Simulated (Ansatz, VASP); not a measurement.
Two plane-wave programs on Si

File INCAR:

```
PREC     = Accurate       # precision mode
ENCUT    = 520            # plane-wave cutoff, eV
EDIFF    = 1E-6           # SCF threshold, eV
ISMEAR   = 1              # smearing method
SIGMA    = 0.03           # smearing width, eV
LREAL    = False          # projectors in reciprocal space
LASPH    = True           # aspherical terms in the spheres
NELM     = 60             # most SCF steps
ALGO     = Normal         # electronic algorithm
ISIF     = 2              # what is computed and relaxed
LWAVE    = False          # write WAVECAR
LCHARG   = False          # write CHGCAR
GGA      = CA             # functional
NBANDS   = 11             # bands
```

The input KPOINTS:

```
regular mesh
0
Gamma
  10 10 10
```

Contents of POSCAR:

```
Si
1.0
    0.0000000000      2.7016643793      2.7016643793
    2.7016643793      0.0000000000      2.7016643793
    2.7016643793      2.7016643793      0.0000000000
Si
2
Direct
    0.5000000000      0.5000000000      0.5000000000
    0.7500000000      0.7500000000      0.7500000000
```

Input for Ansatz:

```yaml
crystal:
  lattice:
    - [0.0, 2.7016643793, 2.7016643793]
    - [2.7016643793, 0.0, 2.7016643793]
    - [2.7016643793, 2.7016643793, 0.0]
  atoms:
    - { symbol: Si, position: [0.5, 0.5, 0.5] }
    - { symbol: Si, position: [0.75, 0.75, 0.75] }
hamiltonian:
  xc: lda
  pseudopotentials:
    kind: paw
    azcp:
      Si: "pseudopotentials/Si.paw.azcp"
basis:
  ecutwfc: 420
  fft_grid_basis: typed
kpoints:
  mp_grid: { grid: [10, 10, 10], shift: [0, 0, 0] }
magnetization:
  spin_polarized: false
scf:
  occupations: { method: cold, width: 0.03 }
  lower_state_search: "off"
output:
  stress: true
```

Alike in both runs: task single point; functional LDA; k mesh 10 × 10 × 10; no spin polarisation.

|  | VASP | Ansatz |
| --- | --- | --- |
| version | VASP 6.6.1 | Ansatz 0.2.0 |
| potentials or method | VASP PAW LDA potentials, release 64 (Si) | plane waves (420 eV) with PAW, scalar-relativistic |
| plane-wave cutoff (eV) | 520 | 420 |
| occupations | methfessel-paxton of order 1, width 0.03 eV | cold, width 0.03 eV |
| valence electrons in the cell | 8 | 8 |

VASP gave:

| Property | Result |
| --- | --- |
| pressure (GPa) | 0.0 |

Q: Estimate Ansatz's values.

A: Pressure (GPa): -0.1.

Ansatz warned: «pseudo_functional_mismatch».
